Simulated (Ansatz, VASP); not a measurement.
# Two plane-wave programs on SnTe

```
Te Sn
1.0
     3.93056    0.00000    0.00000
     0.00000    3.93056    0.00000
     0.00000    0.00000    3.93056
Te Sn
1 1
Direct
  0.50000 0.50000 0.50000
  0.00000 0.00000 0.00000
```

Change from the starting cell: volume scaled by 1.02.

Alike in both runs: task single point; functional PBE; k mesh 7 × 7 × 7; occupations fermi-dirac, width 0.05 eV; no spin polarisation.

|  | VASP | Ansatz |
| --- | --- | --- |
| version | VASP 6.6.1 | Ansatz 0.2.0 |
| potentials or method | VASP PAW PBE potentials, release 64 (Te, Sn_d) | Ansatz PAW |
| plane-wave cutoff (eV) | 520 | 420 |
| valence electrons in the cell | 20 | 30 |

|  | VASP | Ansatz | Ansatz less VASP |
| --- | --- | --- | --- |
| gap on the k mesh at the Fermi level (eV) | none | none | - |
| pressure (GPa) | -1.7 | -1.6 | +0.04 |

A gap of «none» marks a metal or a gap that the smearing closes. The functional is the same, so the differences come from potentials, cutoffs and numerics. The two sets of potentials don't hold the same shells in valence.

The runs have no spin-orbit coupling, so splittings on Te are missing.
